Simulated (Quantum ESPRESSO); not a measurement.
The system is BN.

```
CELL_PARAMETERS angstrom
0.00000 1.81300 1.81300
1.81300 0.00000 1.81300
1.81300 1.81300 0.00000
ATOMIC_POSITIONS crystal
N 0.25000 0.25000 0.25000
B 0.00000 0.00000 0.00000
```

The cell is a database's computed one.

```yaml
Program: Quantum ESPRESSO 7.5
Task: phonons
Functional: WC
Potentials_or_basis: PseudoDojo 0.4.1 SR PBE standard
Cutoff: 1143 eV
Density_cutoff: 4572 eV
k_mesh: 8 × 8 × 8, shifted
Occupations: fermi-dirac, width 0.05 eV
Spin: no spin polarisation
Mixing_beta: 0.5
Most_SCF_iterations: 120
SCF_threshold: 4e-10 Ry
```

The cell and the atoms were relaxed first, to 5.89 Å³/atom (a = 2.554 Å, b = 2.554 Å, c = 2.554 Å, α = 60.00°, β = 60.00°, γ = 60.00°), and the response was taken there.

The first run showed a gap, so the response started from a second, tighter run with fixed occupations.

The run gives a transverse optical frequency of 1042 cm⁻¹, an electronic dielectric constant of 4.57 and Born charges of ±1.91 e.

**Question.** What are the longitudinal frequency and the static dielectric constant?

**Answer.** The longitudinal mode lies at 1277 cm⁻¹, 235 cm⁻¹ over the transverse one, and the static constant is 6.86. The two agree with the Lyddane-Sachs-Teller relation: (1277/1042)² = 1.50 and 6.86/4.57 = 1.50.

Caveat: the potentials were made for another functional, which shifts forces and pressure.
